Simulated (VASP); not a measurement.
# ZnSe (Stilleite) (F-43m) in VASP: notebook

Runs on ZnSe (Stilleite). Level: LDA. Tasks: single point.

All numbers are computed with VASP 6.6.1; they aren't measurements. Logs are shortened: lines on timing, memory, paths and dates and some standing lists are left out, and cuts for length are marked.

## Step 1: The crystal as given

It takes space group F-43m (No. 216, cubic). Conventional cell: a = 5.668 Å, b = 5.668 Å, c = 5.668 Å, α = 90.00°, β = 90.00°, γ = 90.00°. Se (site symmetry -43m) is surrounded by 4 Zn at 2.45 Å. Zn (site symmetry -43m) is surrounded by 4 Se at 2.45 Å.

## Step 2: Single point, LDA, spin-orbit coupling, no magnetisation

INCAR

```
  PREC = Accurate
  ENCUT = 400
  EDIFF = 0.001
  ISMEAR = 0
  SIGMA = 0.02
  LREAL = F
  LASPH = T
  NELM = 100
  ALGO = Normal
  ISIF = 2
  LWAVE = F
  LCHARG = F
  LNONCOLLINEAR = T
  MAGMOM = 0 0 0 0 0 0
  LORBIT = 11
  LSORBIT = T
  GGA_COMPAT = F
  NBANDS = 34
```

KPOINTS

```
regular mesh
0
Gamma
  7 7 7
```

POSCAR

```
ZnSe
1.0
    0.0000000000      2.8338000000      2.8338000000
    2.8338000000      0.0000000000      2.8338000000
    2.8338000000      2.8338000000      0.0000000000
Se Zn
1 1
Direct
    0.7500000000      0.7500000000      0.7500000000
    0.0000000000      0.0000000000      0.0000000000
```

Potentials or basis: VASP PAW LDA potentials, release 64 (Se, Zn).

Command:

```bash
$ cat potpaw_LDA.64/Se/POTCAR potpaw_LDA.64/Zn/POTCAR > POTCAR
$ mpirun -np 1 vasp_ncl > vasp.out
```

OUTCAR:

```text
PREC = Accurate
   ENCUT = 400
   EDIFF = 0.001
   ISMEAR = 0
   LREAL = F
   LASPH = T
   NELM = 100
   ISIF = 2
   LNONCOLLINEAR = T
   LORBIT = 11
   LSORBIT = T

 Found     30 irreducible k-points:

 Following reciprocal coordinates:
            Coordinates               Weight
  0.000000  0.000000  0.000000      1.000000
  0.142857  0.000000  0.000000      4.000000
 -0.142857  0.000000  0.000000      4.000000
  0.285714  0.000000  0.000000      4.000000
 -0.285714  0.000000  0.000000      4.000000
  0.428571  0.000000  0.000000      4.000000
   k-points           NKPTS =     30   k-points in BZ     NKDIM =     30   number of bands    NBANDS=     34
   number of dos      NEDOS =    301   number of ions     NIONS =      2
   total plane-waves  NPLWV =  21952
   dimension x,y,z NGX =    28 NGY =   28 NGZ =   28
   dimension x,y,z NGXF=    56 NGYF=   56 NGZF=   56
   ions per type =               1   1
   NGX,Y,Z   is equivalent  to a cutoff of  11.62, 11.62, 11.62 a.u.
   NGXF,Y,Z  is equivalent  to a cutoff of  23.23, 23.23, 23.23 a.u.
 SYSTEM =  unknown system
   PREC   = accura    normal or accurate (medium, high low for compatibility)
   ISTART =      0    job   : 0-new  1-cont  2-samecut
   ICHARG =      2    charge: 1-file 2-atom 10-const
   ISPIN  =      1    spin polarized calculation?
   LNONCOLLINEAR =      T non collinear calculations
   LSORBIT =      T    spin-orbit coupling
   LASPH  =      T    aspherical Exc in radial PAW
   ENCUT  =  400.0 eV  29.40 Ry    5.42 a.u.   6.54  6.54  6.54*2*pi/ulx,y,z
   NELM   =    100;   NELMIN=  2; NELMDL= -5     # of ELM steps
   EDIFF  = 0.1E-02   stopping-criterion for ELM
   LREAL  =      F    real-space projection
   EDIFFG = 0.1E-01   stopping-criterion for IOM
   NSW    =      0    number of steps for IOM
   IBRION =     -1    ionic relax: 0-MD 1-quasi-New 2-CG
   NFREE  =      0    steps in history (QN), initial steepest desc. (CG)
   ISIF   =      2    stress and relaxation
   ISYM   =      2    0-nonsym 1-usesym 2-fastsym
   POTIM  = 0.5000    time-step for ionic-motion
   TEBEG  =    0.0;   TEEND  =   0.0 temperature during run
   PSTRESS=    0.0 pullay stress
   NELECT =      18.0000    total number of electrons
   NUPDOWN=      -1.0000    fix difference up-down
   EMIN   =  10.00;   EMAX   =-10.00  energy-range for DOS
   EFERMI =   0.00;   METHOD = LEGACY
   ISMEAR =     0;   SIGMA  =   0.02  broadening in eV -4-tet -1-fermi 0-gaus
   EFERMI_NEDOS =   21; number of points for ismear=-14 and -15
   IALGO  =     38    algorithm
   IMIX   =      4    mixing-type and parameters
     AMIX     =   0.40;   BMIX     =  1.00
     AMIX_MAG =   1.60;   BMIX_MAG =  1.00
  volume/ion in A,a.u.               =      22.76       153.57
  Fermi-wavevector in a.u.,A,eV,Ry     =   1.201673  2.270834 19.647073  1.444019
  Thomas-Fermi vector in A             =   2.337476
   LORBIT       =     11    0 simple, 1 ext, 2 COOP (PROOUT), +10 PAW based schemes
   GGA     = CA    functional components
   LHFCALC =     F    Hartree Fock is set to
   AEXX    =    0.0000 exact exchange contribution
   IVDW    =     0    specifies the selected vdW correction
   LEPSILON=     F    determine dielectric tensor
   LRPA    =     F    only Hartree local field effects (RPA)
 Gauss-broadening in eV      SIGMA  =   0.02
  energy-cutoff  :      400.00
  volume of cell :       45.51
 maximum number of plane-waves:      1738
 NGX is ok and might be reduce to    28
   NGX = 13   NGY = 13   NGZ = 13

 number of electron      18.0000012 magnetization      -0.0000000     -0.0000000      0.0000000

 number of electron      18.0000012 magnetization       0.0000000      0.0000000      0.0000000

 Free energy of the ion-electron system (eV)
  ---------------------------------------------------
  ext. energy  EPLUGINS =         0.00000000
  ---------------------------------------------------
  free energy    TOTEN  =        -7.37188329 eV

  energy without entropy =       -7.37188329  energy(sigma->0) =       -7.37188329

 E-fermi :   1.7234     XC(G=0):  -9.7013

 val. band max:        1.6397052354   @ k =   0.0000   0.0000   0.0000
 cond. band min:       2.5747744807   @ k =   0.0000   0.0000   0.0000
 fundamental gap:      0.9350692453
 Fermi energy:         1.7233721179

 k-point     1 :       0.0000    0.0000    0.0000
  band No.  band energies     occupation
      1     -11.7792      1.00000
      2     -11.7792      1.00000
      3      -5.2798      1.00000
      4      -5.2798      1.00000
      5      -5.2798      1.00000
      6      -5.2798      1.00000
[... 22 lines left out ...]
     29      12.9828      0.00000
     30      12.9828      0.00000

 k-point     2 :       0.1429    0.0000    0.0000
  band No.  band energies     occupation
      1     -11.6481      1.00000
      2     -11.6481      1.00000
      3      -5.2821      1.00000
      4      -5.2608      1.00000
      5      -5.2608      1.00000
      6      -5.2550      1.00000
[... 22 lines left out ...]
     29      12.0280      0.00000
     30      12.0342      0.00000

 k-point     3 :      -0.1429    0.0000    0.0000
  band No.  band energies     occupation
      1     -11.6481      1.00000
      2     -11.6481      1.00000
      3      -5.2821      1.00000
      4      -5.2608      1.00000
      5      -5.2608      1.00000
      6      -5.2550      1.00000
[... 22 lines left out ...]
     29      12.0280      0.00000
     30      12.0342      0.00000

 k-point     4 :       0.2857    0.0000    0.0000
  band No.  band energies     occupation
      1     -11.3253      1.00000
      2     -11.3253      1.00000
      3      -5.2659      1.00000
      4      -5.2313      1.00000
      5      -5.1770      1.00000
      6      -5.1770      1.00000
[... 22 lines left out ...]
     29      12.0605      0.00000
     30      12.0605      0.00000

 k-point     5 :      -0.2857    0.0000    0.0000
  band No.  band energies     occupation
      1     -11.3253      1.00000
      2     -11.3253      1.00000
      3      -5.2659      1.00000
      4      -5.2313      1.00000
      5      -5.1770      1.00000
      6      -5.1770      1.00000
[... 22 lines left out ...]
     29      12.0605      0.00000
     30      12.0605      0.00000

 k-point     6 :       0.4286    0.0000    0.0000
  band No.  band energies     occupation
      1     -11.0304      1.00000
      2     -11.0304      1.00000
      3      -5.2457      1.00000
      4      -5.2304      1.00000
      5      -5.0289      1.00000
      6      -5.0289      1.00000
[... 22 lines left out ...]
     29      13.7314      0.00000
     30      13.7314      0.00000

 [... further k-points ...]

 [bands above 30 left out]

------------------------ aborting loop because EDIFF is reached ----------------------------------------

  FORCE on cell =-STRESS in cart. coord.  units (eV):
  Direction    XX          YY          ZZ          XY          YZ          ZX
  --------------------------------------------------------------------------------------
  -------------------------------------------------------------------------------------
  Total       -0.9392772     -0.9392772     -0.9392772      0.0000000      0.0000000     -0.0000000
  in kB      -33.0648659    -33.0648659    -33.0648659      0.0000000      0.0000000     -0.0000000
  external PRESSURE =     -33.0648659 kB  Pullay stress =       0.0000000 kB

 VOLUME and BASIS-vectors are now :
 -----------------------------------------------------------------------------
  energy-cutoff  :      400.00
  volume of cell :       45.51
      direct lattice vectors                 reciprocal lattice vectors
     0.000000000  2.833800000  2.833800000    -0.176441527  0.176441527  0.176441527
     2.833800000  0.000000000  2.833800000     0.176441527 -0.176441527  0.176441527
     2.833800000  2.833800000  0.000000000     0.176441527  0.176441527 -0.176441527

 POSITION                                       TOTAL-FORCE (eV/Angst)
 -----------------------------------------------------------------------------------
      4.25070      4.25070      4.25070        -0.000000     -0.000000     -0.000000
      0.00000      0.00000      0.00000         0.000000      0.000000      0.000000
 -----------------------------------------------------------------------------------
    total drift:                                0.000005      0.000005      0.000005

  FREE ENERGIE OF THE ION-ELECTRON SYSTEM (eV)
  ---------------------------------------------------
  free  energy   TOTEN  =        -7.3718832920 eV

  energy  without entropy=       -7.3718832920  energy(sigma->0) =       -7.37188329

 Spin-Orbit-Coupling matrix elements

 Ion:    1  E_soc:     -0.0390371
 l=   1
     0.0000000    -0.0064979    -0.0064979
    -0.0064979     0.0000000    -0.0064979
    -0.0064979    -0.0064979     0.0000000
 l=   2
     0.0000000    -0.0000040     0.0000000    -0.0000040    -0.0000043
    -0.0000040     0.0000000    -0.0000032    -0.0000040    -0.0000011
     0.0000000    -0.0000032     0.0000000    -0.0000032     0.0000000
    -0.0000040    -0.0000040    -0.0000032     0.0000000    -0.0000011
    -0.0000043    -0.0000011     0.0000000    -0.0000011     0.0000000
 l=   3
     0.0000000     0.0000000     0.0000000     0.0000000     0.0000000     0.0000000     0.0000000
     0.0000000     0.0000000     0.0000000     0.0000000     0.0000000     0.0000000     0.0000000
     0.0000000     0.0000000     0.0000000     0.0000000     0.0000000     0.0000000     0.0000000
     0.0000000     0.0000000     0.0000000     0.0000000     0.0000000     0.0000000     0.0000000
     0.0000000     0.0000000     0.0000000     0.0000000     0.0000000     0.0000000     0.0000000
     0.0000000     0.0000000     0.0000000     0.0000000     0.0000000     0.0000000     0.0000000
     0.0000000     0.0000000     0.0000000     0.0000000     0.0000000     0.0000000     0.0000000

 Ion:    2  E_soc:     -0.0089488
 l=   1
     0.0000000    -0.0005139    -0.0005139
    -0.0005139     0.0000000    -0.0005139
    -0.0005139    -0.0005139     0.0000000
 l=   2
     0.0000000    -0.0001965     0.0000000    -0.0001965    -0.0007811
    -0.0001965     0.0000000    -0.0005858    -0.0001965    -0.0001953
     0.0000000    -0.0005858     0.0000000    -0.0005858     0.0000000
    -0.0001965    -0.0001965    -0.0005858     0.0000000    -0.0001953
    -0.0007811    -0.0001953     0.0000000    -0.0001953     0.0000000
 l=   3
     0.0000000     0.0000000     0.0000000     0.0000000     0.0000000     0.0000000     0.0000000
     0.0000000     0.0000000     0.0000000     0.0000000     0.0000000     0.0000000     0.0000000
     0.0000000     0.0000000     0.0000000     0.0000000     0.0000000     0.0000000     0.0000000
     0.0000000     0.0000000     0.0000000     0.0000000     0.0000000     0.0000000     0.0000000
     0.0000000     0.0000000     0.0000000     0.0000000     0.0000000     0.0000000     0.0000000
     0.0000000     0.0000000     0.0000000     0.0000000     0.0000000     0.0000000     0.0000000
     0.0000000     0.0000000     0.0000000     0.0000000     0.0000000     0.0000000     0.0000000

 total charge

# of ion       s       p       d       tot
------------------------------------------
    1        1.442   2.410   0.030   3.883
    2        0.547   0.454   9.783  10.784
--------------------------------------------------
tot          1.989   2.865   9.813  14.666

 magnetization (x)

# of ion       s       p       d       tot
------------------------------------------
    1        0.000   0.000  -0.000   0.000
    2       -0.000   0.000   0.000   0.000
--------------------------------------------------
tot         -0.000   0.000   0.000   0.000

 magnetization (y)

# of ion       s       p       d       tot
------------------------------------------
    1       -0.000   0.000   0.000  -0.000
    2        0.000   0.000   0.000   0.000
--------------------------------------------------
tot         -0.000   0.000   0.000  -0.000

 magnetization (z)

# of ion       s       p       d       tot
------------------------------------------
    1        0.000   0.000  -0.000   0.000
    2        0.000  -0.000  -0.000   0.000
--------------------------------------------------
tot          0.000  -0.000  -0.000   0.000
```

Run time: 41 s. Hardware: 1 thread of Intel Xeon Platinum 8488C (Sapphire Rapids), shared host; peak memory 0.22 GiB.

These settings aren't checked as converged: the numbers below hold their error.

What came out:

```
Free energy                                           : -7.3719 eV
Pressure                                              : -3.3 GPa
Valence electrons inside the program's atomic spheres : Se 3.88; Zn 10.78
```

## Step 3: Single point, LDA, spin-orbit coupling, no magnetisation

INCAR: that of step 2 with these lines changed.

```diff
@@ -2,3 +2,3 @@
   ENCUT = 400
-  EDIFF = 0.001
+  EDIFF = 1E-5
   ISMEAR = 0
```

KPOINTS is that of step 2.

POSCAR is that of step 2.

Potentials or basis: VASP PAW LDA potentials, release 64 (Se, Zn).

Command:

```bash
$ cat potpaw_LDA.64/Se/POTCAR potpaw_LDA.64/Zn/POTCAR > POTCAR
$ mpirun -np 1 vasp_ncl > vasp.out
```

OUTCAR:

```text
PREC = Accurate
   ENCUT = 400
   EDIFF = 1E-5
   ISMEAR = 0
   LREAL = F
   LASPH = T
   NELM = 100
   ISIF = 2
   LNONCOLLINEAR = T
   LORBIT = 11
   LSORBIT = T

 Found     30 irreducible k-points:

 Following reciprocal coordinates:
            Coordinates               Weight
  0.000000  0.000000  0.000000      1.000000
  0.142857  0.000000  0.000000      4.000000
 -0.142857  0.000000  0.000000      4.000000
  0.285714  0.000000  0.000000      4.000000
 -0.285714  0.000000  0.000000      4.000000
  0.428571  0.000000  0.000000      4.000000
   k-points           NKPTS =     30   k-points in BZ     NKDIM =     30   number of bands    NBANDS=     34
   number of dos      NEDOS =    301   number of ions     NIONS =      2
   total plane-waves  NPLWV =  21952
   dimension x,y,z NGX =    28 NGY =   28 NGZ =   28
   dimension x,y,z NGXF=    56 NGYF=   56 NGZF=   56
   ions per type =               1   1
   NGX,Y,Z   is equivalent  to a cutoff of  11.62, 11.62, 11.62 a.u.
   NGXF,Y,Z  is equivalent  to a cutoff of  23.23, 23.23, 23.23 a.u.
 SYSTEM =  unknown system
   PREC   = accura    normal or accurate (medium, high low for compatibility)
   ISTART =      0    job   : 0-new  1-cont  2-samecut
   ICHARG =      2    charge: 1-file 2-atom 10-const
   ISPIN  =      1    spin polarized calculation?
[... 316 lines left out ...]
     0.0000000     0.0000000     0.0000000     0.0000000     0.0000000     0.0000000     0.0000000
     0.0000000     0.0000000     0.0000000     0.0000000     0.0000000     0.0000000     0.0000000
     0.0000000     0.0000000     0.0000000     0.0000000     0.0000000     0.0000000     0.0000000
     0.0000000     0.0000000     0.0000000     0.0000000     0.0000000     0.0000000     0.0000000

 Ion:    2  E_soc:     -0.0089467
 l=   1
     0.0000000    -0.0005136    -0.0005136
    -0.0005136     0.0000000    -0.0005136
    -0.0005136    -0.0005136     0.0000000
 l=   2
     0.0000000    -0.0001968     0.0000000    -0.0001968    -0.0007807
    -0.0001968     0.0000000    -0.0005855    -0.0001968    -0.0001952
     0.0000000    -0.0005855     0.0000000    -0.0005855     0.0000000
    -0.0001968    -0.0001968    -0.0005855     0.0000000    -0.0001952
    -0.0007807    -0.0001952     0.0000000    -0.0001952     0.0000000
 l=   3
     0.0000000     0.0000000     0.0000000     0.0000000     0.0000000     0.0000000     0.0000000
     0.0000000     0.0000000     0.0000000     0.0000000     0.0000000     0.0000000     0.0000000
     0.0000000     0.0000000     0.0000000     0.0000000     0.0000000     0.0000000     0.0000000
     0.0000000     0.0000000     0.0000000     0.0000000     0.0000000     0.0000000     0.0000000
     0.0000000     0.0000000     0.0000000     0.0000000     0.0000000     0.0000000     0.0000000
     0.0000000     0.0000000     0.0000000     0.0000000     0.0000000     0.0000000     0.0000000
     0.0000000     0.0000000     0.0000000     0.0000000     0.0000000     0.0000000     0.0000000

 total charge

# of ion       s       p       d       tot
------------------------------------------
    1        1.442   2.412   0.030   3.884
    2        0.546   0.454   9.783  10.783
--------------------------------------------------
tot          1.988   2.866   9.813  14.667

 magnetization (x)

# of ion       s       p       d       tot
------------------------------------------
    1        0.000   0.000   0.000   0.000
    2       -0.000  -0.000   0.000  -0.000
--------------------------------------------------
tot         -0.000  -0.000   0.000  -0.000

 magnetization (y)

# of ion       s       p       d       tot
------------------------------------------
    1        0.000   0.000  -0.000   0.000
    2        0.000   0.000  -0.000   0.000
--------------------------------------------------
tot          0.000   0.000  -0.000   0.000

 magnetization (z)

# of ion       s       p       d       tot
------------------------------------------
    1        0.000   0.000   0.000   0.000
    2       -0.000  -0.000  -0.000  -0.000
--------------------------------------------------
tot         -0.000  -0.000  -0.000  -0.000
```

OSZICAR:

```text
N       E                     dE             d eps       ncg     rms          rms(c)
DAV:   1     0.111242448839E+03    0.11124E+03   -0.67933E+03  2040   0.102E+03
DAV:   2     0.456636822987E+01   -0.10668E+03   -0.99454E+02  2056   0.257E+02
DAV:   3    -0.741342413241E+01   -0.11980E+02   -0.11771E+02  2424   0.856E+01
DAV:   4    -0.767859996210E+01   -0.26518E+00   -0.26470E+00  2298   0.132E+01
DAV:   5    -0.767998516665E+01   -0.13852E-02   -0.13851E-02  2394   0.930E-01    0.481E+00
DAV:   6    -0.739704640360E+01    0.28294E+00   -0.42111E-01  2766   0.233E+01    0.362E+00
DAV:   7    -0.737639438793E+01    0.20652E-01   -0.21065E-01  2342   0.370E+00    0.153E+00
DAV:   8    -0.737257162661E+01    0.38228E-02   -0.32501E-03  2312   0.475E-01    0.537E-01
DAV:   9    -0.737189412737E+01    0.67750E-03   -0.48926E-04  2838   0.277E-01    0.226E-01
DAV:  10    -0.737189067440E+01    0.34530E-05   -0.11772E-04  2244   0.779E-02    0.498E-02
DAV:  11    -0.737189944313E+01   -0.87687E-05   -0.11474E-05  2042   0.437E-02
   1 F= -.73718994E+01 E0= -.73718994E+01  d E =-.312016E-35  mag=    -0.0000     0.0000    -0.0000
```

Wall time 74 s (1 thread of Intel Xeon Platinum 8488C (Sapphire Rapids), shared host); peak memory 0.22 GiB.

The run converged, but some of its settings lie outside the range that counts as converged, so its numbers aren't taken as properties of the crystal.

Results:

- Free energy: -7.3719 eV
- Pressure: -3.3 GPa
- Valence electrons inside the program's atomic spheres: Se 3.88; Zn 10.78

## Step 4: Single point, LDA, spin-orbit coupling, no magnetisation

INCAR: that of step 3 with these lines changed.

```diff
@@ -2,6 +2,6 @@
   ENCUT = 400
-  EDIFF = 1E-5
+  EDIFF = 1E-7
   ISMEAR = 0
   SIGMA = 0.02
-  LREAL = F
+  LREAL = Auto
   LASPH = T
```

KPOINTS is that of step 3.

POSCAR is that of step 3.

Command:

```bash
$ cat potpaw_LDA.64/Se/POTCAR potpaw_LDA.64/Zn/POTCAR > POTCAR
$ mpirun -np 1 vasp_ncl > vasp.out
```

Wall time 2.9 min (1 thread of Intel Xeon Platinum 8488C (Sapphire Rapids), shared host); peak memory 0.22 GiB.

The run converged, but some of its settings lie outside the range that counts as converged, so its numbers aren't taken as properties of the crystal.

What came out:

```
Free energy                                           : -7.3726 eV
Pressure                                              : -3.3 GPa
Valence electrons inside the program's atomic spheres : Se 3.88; Zn 10.78
```

## Step 5: The reference run

An earlier run on the cell as given: functional PBE; potentials or basis VASP PAW PBE potentials, release 64 (Se, Zn); cutoff 520 eV; k mesh 8 × 8 × 8; occupations fermi-dirac, width 0.05 eV; no spin polarisation.

* Pressure: 2.3 GPa
* Band gap on the k mesh: 1.29 eV, direct
